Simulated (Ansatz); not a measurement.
The system is GaN.

```
Ga N
1.0
     0.00000    2.25350    2.25350
     2.25350    0.00000    2.25350
     2.25350    2.25350    0.00000
Ga N
1 1
Direct
  0.00000 0.00000 0.00000
  0.25000 0.25000 0.25000
```

The cell is a database's computed one.

Base run:

| Property | Result |
| --- | --- |
| Program | Ansatz 0.2.0 |
| Functional | revPBE |
| Potentials or basis | Ansatz PAW |
| Cutoff | 420 eV (not typed: the program's choice for these potentials) |
| k mesh | 10 × 10 × 10 |
| Occupations | fermi-dirac, width 0.05 eV |
| Spin | no spin polarisation |

Its results: band gap on the k mesh 1.74 eV, direct; pressure 8.0 GPa.

Task: After a change of settings the same cell gave: band gap on the k mesh 1.82 eV, direct; pressure 10.6 GPa. Which change was it?
A. functional from revPBE to RPBE
B. functional from revPBE to r2SCAN; cutoff from 420 eV (not typed: the program's choice for these potentials) to 500 eV (not typed: the program's choice for these potentials)
C. functional from revPBE to BLYP

Result: C.

Caveats: the PAW data sets come from PBE, with cores solved anew for the run's functional, which leaves a small shift of forces and pressure.

Runs at the PBE level aren't shown here.
